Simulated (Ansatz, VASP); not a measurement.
## One calculation of Mn, two programs

File POSCAR:

```
Mn
1.0
    0.0000000000      2.5543709418      2.5543709418
    2.5543709418      0.0000000000      2.5543709418
    2.5543709418      2.5543709418      0.0000000000
Mn
2
Direct
    1.0000000000      0.0000000000      0.0000000000
    0.5000000000      0.5000000000      0.5000000000
```

File INCAR.step1:

```
SYSTEM = Mn
  PREC = Accurate
  ENCUT = 520
  ISMEAR = -1
  SIGMA = 0.1
  LREAL = .FALSE.
  LASPH = .TRUE.
  NELM = 150
  ISPIN = 2
  MAGMOM = 3.708 -3.708
  LMAXMIX = 4
  NBANDS = 24
  GGA = PE
  ALGO = Normal
  EDIFF = 1E-4
  LWAVE = .TRUE.
  LCHARG = .FALSE.
```

Contents of INCAR.step2:

```
SYSTEM = Mn
  PREC = Accurate
  ENCUT = 520
  EDIFF = 1E-7
  ISMEAR = -1
  SIGMA = 0.1
  LREAL = .FALSE.
  LASPH = .TRUE.
  NELM = 150
  ALGO = Normal
  ISIF = 2
  LWAVE = .FALSE.
  LCHARG = .TRUE.
  ISPIN = 2
  MAGMOM = 3.708 -3.708
  LORBIT = 11
  LMAXMIX = 4
  METAGGA = R2SCAN
  LMIXTAU = .TRUE.
  LELF = .TRUE.
  LVHAR = .TRUE.
  NBANDS = 24
  ISTART = 1
```

File KPOINTS:

```
regular mesh
0
G
  6 6 6
  0 0 0
```

Input for Ansatz:

```yaml
crystal:
  lattice:
    - [0.0, 2.5543709418, 2.5543709418]
    - [2.5543709418, 0.0, 2.5543709418]
    - [2.5543709418, 2.5543709418, 0.0]
  atoms:
    - { symbol: Mn, position: [1.0, 0.0, 0.0], spin: 3.708 }
    - { symbol: Mn, position: [0.5, 0.5, 0.5], spin: -3.708 }
hamiltonian:
  xc: r2scan
  pseudopotentials:
    kind: paw
    azcp:
      Mn: "pseudopotentials/Mn.paw.azcp"
basis:
  ecutwfc: 500
  fft_grid_basis: typed
kpoints:
  mp_grid: { grid: [6, 6, 6], shift: [0, 0, 0] }
magnetization:
  spin_polarized: true
scf:
  occupations: { method: fermi_dirac, width: 0.1 }
```

Alike in both runs: task single point; functional r2SCAN; k mesh 6 × 6 × 6; occupations fermi-dirac, width 0.1 eV; collinear spin.

|  | VASP | Ansatz |
| --- | --- | --- |
| version | VASP 6.6.1 | Ansatz 0.2.0 |
| potentials or method | VASP PAW PBE potentials, release 64 (Mn_pv) | plane waves (500 eV) with PAW, scalar-relativistic |
| plane-wave cutoff (eV) | 520 | 500 |
| valence electrons in the cell | 26 | 30 |

VASP gave:

| Property | Result |
| --- | --- |
| net moment per atom (μB) | 0.00 |
| size of the moment on the site where the two differ most (μB) | 3.78 |

Which values does Ansatz return?

net moment per atom (μB): 0.00; size of the moment on the site where the two differ most (μB): 3.70.

Site moments also hang on the region over which each program counts them. The functional is the same, so the differences come from potentials, cutoffs and numerics. The two sets of potentials don't hold the same shells in valence. Ansatz warned: «stability_check_not_made».
